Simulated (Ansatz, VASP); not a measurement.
**One calculation of Se, two programs**

The input INCAR:

```
PREC     = Accurate       # precision mode
ENCUT    = 520            # plane-wave cutoff, eV
EDIFF    = 1E-7           # SCF threshold, eV
ISMEAR   = -1             # smearing method
SIGMA    = 0.05           # smearing width, eV
LREAL    = False          # projectors in reciprocal space
LASPH    = True           # aspherical terms in the spheres
NELM     = 100            # most SCF steps
ALGO     = Normal         # electronic algorithm
ISIF     = 2              # what is computed and relaxed
LWAVE    = False          # write WAVECAR
LCHARG   = False          # write CHGCAR
GGA      = PE             # functional
NBANDS   = 9              # bands
```

File KPOINTS:

```
regular mesh
0
Gamma
  9 9 9
```

POSCAR

```
Se
1.0
    2.7739580000     -0.0008980000     -0.0026270000
   -0.0008980000      2.8832600000     -0.0042010000
   -0.0026270000     -0.0042010000      2.7758610000
Se
1
Direct
    0.0131250000      0.0077940000      0.0012810000
```

Contents of input.yaml:

```yaml
crystal:
  lattice:
    - [2.773958, -0.000898, -0.002627]
    - [-0.000898, 2.88326, -0.004201]
    - [-0.002627, -0.004201, 2.775861]
  atoms:
    - { symbol: Se, position: [0.013125, 0.007794, 0.001281] }
hamiltonian:
  xc: pbe
  pseudopotentials: { kind: paw }
kpoints:
  mp_grid: { grid: [9, 9, 9] }
scf:
  occupations: { method: fermi_dirac, width: 0.05 }
output:
  forces: true
  stress: true
  eigenvalues: true
```

Change from the starting cell: cell strained at random at fixed volume.

Alike in both runs: task single point; functional PBE; k mesh 9 × 9 × 9; occupations fermi-dirac, width 0.05 eV; no spin polarisation.

```csv
,VASP,Ansatz
version,VASP 6.6.1,Ansatz 0.2.0
potentials or method,"VASP PAW PBE potentials, release 64 (Se)",Ansatz PAW
plane-wave cutoff (eV),520,420
valence electrons in the cell,6,16
```

Ansatz gave:

```
gap on the k mesh at the Fermi level (eV)       : none
pressure (GPa)                                  : 2.2
largest component of the traceless stress (GPa) : 0.64
```

Question: Estimate VASP's values.

Answer: gap on the k mesh at the Fermi level (eV): none; pressure (GPa): 2.2; largest component of the traceless stress (GPa): 0.65.

A gap of «none» marks a metal or a gap that the smearing closes. The two sets of potentials don't hold the same shells in valence.
